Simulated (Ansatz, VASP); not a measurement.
# Ba in VASP and in Ansatz

```
Ba
1.0
     4.01660    0.00000    0.00000
     0.00000    4.01660    0.00000
     0.00000    0.00000    4.01660
Ba
1
Direct
  0.00000 0.00000 0.00000
```

Alike in both runs: task single point; functional BLYP; k mesh 9 × 9 × 9; occupations fermi-dirac, width 0.1 eV; no spin polarisation.

|  | VASP | Ansatz |
| --- | --- | --- |
| version | VASP 6.6.1 | Ansatz 0.2.0 |
| potentials or method | VASP PAW PBE potentials, release 64 (Ba_sv) | plane waves (420 eV) with PAW, scalar-relativistic |
| plane-wave cutoff (eV) | 520 | 420 |
| valence electrons in the cell | 10 | 10 |

Ansatz gave:

* pressure (GPa): 0.3

Task: Which values does VASP return?

Result: Pressure (GPa): 0.4.

With one functional, cell and mesh, what is left measures potentials, basis and numerics.

Caveats: the PAW data sets were made with another functional, which shifts forces and pressure a little (VASP); spin-orbit coupling is left out, which moves the levels of the heavy elements; an odd mesh through Γ misses points on the zone boundary, where band edges often lie. BLYP gaps usually lie below the measured ones, often by a third to a half.
